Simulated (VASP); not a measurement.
The system is TePb.

```
CELL_PARAMETERS angstrom
0.00000 3.23100 3.23100
3.23100 0.00000 3.23100
3.23100 3.23100 0.00000
ATOMIC_POSITIONS crystal
Te 0.50000 0.50000 0.50000
Pb 0.00000 0.00000 0.00000
```

Base run:

| Quantity | Value |
| --- | --- |
| Program | VASP 6.6.1 |
| Functional | PBEsol |
| Potentials or basis | VASP PAW PBE potentials, release 64 (Te, Pb_d) |
| Cutoff | 520 eV |
| k mesh | 6 × 6 × 6 |
| Occupations | gaussian, width 0.03 eV |
| Spin | no spin polarisation |

Its results: band gap on the k mesh 0.67 eV, direct; pressure -0.4 GPa.

Task: The run is repeated on the same cell with these changes: functional from PBEsol to PBE. What comes out?

Result: Band gap on the k mesh 0.73 eV, direct; pressure 2.1 GPa.

PBE binds less tightly than PBEsol, so the same cell stands under more pressure.

Caveats: spin-orbit coupling is left out, which as a rule narrows the gap of such compounds by several tenths of an eV; the PAW data sets were made with another functional, which shifts forces and pressure a little (some runs).

A k mesh can miss the band edges.

Not every run made on this cell is shown here.
